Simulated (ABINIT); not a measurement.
Input of an ABINIT 10.8.3 (patched build) run:

File run.abi:

```
# Pseudopotentials
pp_dirpath "./"
pseudos "Si.upf, C.upf"

# Structure
acell 3*1.0 Angstrom
rprim
     0.0000000000     2.1790000000     2.1790000000
     2.1790000000     0.0000000000     2.1790000000
     2.1790000000     2.1790000000     0.0000000000
ntypat 2
znucl 14 6
natom 2
typat 1 2
chkprim 0
chksymtnons 0
tolsym 1.0e-6
xred
            0.0            0.0            0.0
            3/4            3/4            3/4

# Plane-wave basis
ecut 1115.666836 eV
ecutsm 0.5

# k points
kptopt 1
ngkpt 8 8 8
nshiftk 1
shiftk 0.0 0.0 0.0

# Exchange and correlation
ixc -116133

# Bands and occupations
nband 8
occopt 3
tsmear 0.05 eV

# SCF cycle
nstep 80
tolvrs 1.0e-12

# Output
iomode 3
prteig 0
prtebands 0
prtwf 0
prtden 0

# Relaxation
ionmov 2
optcell 2
ntime 50
tolmxf 2.0e-5
dilatmx 1.08
```

Potentials or basis: PseudoDojo NC SR PBEsol v0.4.1 standard.

Run with:

```sh
$ mpirun --bind-to none -np 4 abinit run.abi > log 2>&1
```

Problem. Estimate the band gap on the k mesh.

Solution. 1.24 eV, indirect (least direct gap 4.46 eV).

Problem. Predict the relaxed volume.

Solution. 10.34 Å³/atom.

Final structure:
```cif
data_structure
_symmetry_space_group_name_H-M 'P 1'
_symmetry_Int_Tables_number 1
_cell_length_a 3.0813
_cell_length_b 3.0813
_cell_length_c 3.0813
_cell_angle_alpha 60.000
_cell_angle_beta 60.000
_cell_angle_gamma 60.000
_cell_volume 20.69
loop_
_atom_site_label
_atom_site_type_symbol
_atom_site_fract_x
_atom_site_fract_y
_atom_site_fract_z
_atom_site_occupancy
Si1 Si 0.00000 0.00000 0.00000 1
C1 C 0.75000 0.75000 0.75000 1
```

A k mesh can miss the band edges.
